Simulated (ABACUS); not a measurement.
Wanted: the native input for an ABACUS 3.10.1 run.

| Item | Value |
| --- | --- |
| Task | single point |
| Functional | PBE |
| Potentials or basis | PseudoDojo NC SR 0.4.1 PBE standard |
| Cutoff | 1361 eV |
| Density cutoff | 5442 eV |
| Basis | DZP LCAO (the cutoffs set its grid) |
| k mesh | 13 × 13 × 13 |
| Occupations | fermi-dirac, width 0.05 eV |
| Spin | no spin polarisation |
| Orbital files | N N_confined-atom_6au_2s2p1d.orb, B B_confined-atom_7au_2s2p1d.orb |
| Radial cutoff of the potentials (pseudo_rcut) | 10 bohr |
| SCF threshold on the density | 1e-07 |
| Max SCF steps | 100 |
| Eigensolver | genelpa |
| Mixing | broyden |
| Mixing share | 0.7 |
| Symmetry key | 1 |
| Bands | 8 |

Crystal: BN.

```xyz
2
Lattice="0.0000 1.8130 1.8130 1.8130 0.0000 1.8130 1.8130 1.8130 0.0000" Properties=species:S:1:pos:R:3 pbc="T T T"
N     0.8873    0.9000    0.9579
B     0.0423   -0.0344    0.0019
```

The cell is a database's computed one.

The cell isn't the ideal one: atoms moved at random, drawn with an rms of 0.05 Å.

These files were run (other wordings do the same):

INPUT

```
INPUT_PARAMETERS
suffix              BN
calculation         scf
basis_type          lcao
pseudo_dir          ./
orbital_dir         ./
symmetry            1
dft_functional      pbe
ecutwfc             100
pseudo_rcut         10
nspin               1
nbands              8
ks_solver           genelpa
smearing_method     fd
smearing_sigma      0.00367493
scf_thr             1e-07
scf_nmax            100
mixing_type         broyden
mixing_beta         0.7
cal_force           1
cal_stress          1
out_mul             1
```

STRU

```
ATOMIC_SPECIES
N 14.0070 N.upf
B 10.8100 B.upf

NUMERICAL_ORBITAL
N_confined-atom_6au_2s2p1d.orb
B_confined-atom_7au_2s2p1d.orb

LATTICE_CONSTANT
1.8897261246

LATTICE_VECTORS
0.0000000000 1.8130010000 1.8130010000
1.8130010000 0.0000000000 1.8130010000
1.8130010000 1.8130010000 0.0000000000

ATOMIC_POSITIONS
Direct

N
0.0
1
0.2676830000 0.2606740000 0.2287350000 1 1 1

B
0.0
1
-0.0206290000 0.0216810000 0.0016490000 1 1 1
```

KPT

```
K_POINTS
0
Gamma
13 13 13 0 0 0
```

Potentials or basis: PseudoDojo NC SR 0.4.1 PBE standard, DZP LCAO (the cutoffs set its grid).

Launch:

```sh
$ OMP_NUM_THREADS=1 mpirun -np 4 abacus > log
```

It gave:

- Pressure: 2.5 GPa
- Largest force: 2.371 eV/Å
- Band gap on the k mesh: 3.97 eV, indirect (least direct gap 7.80 eV)
- Mulliken charges: N -0.49; B +0.49 e

Caveat: the atomic orbitals were generated for these runs and aren't a published set; Mulliken charges move with the basis; an odd mesh through Γ misses points on the zone boundary, where band edges often lie; the basis of atomic orbitals isn't converged, which shifts pressures, moduli and gaps.

Run time: 12 s on 4 MPI ranks on INTEL(R) XEON(R) PLATINUM 8581C CPU @ 2.10GHz (Emerald Rapids), on a shared host, peak memory 0.52 GiB a rank.
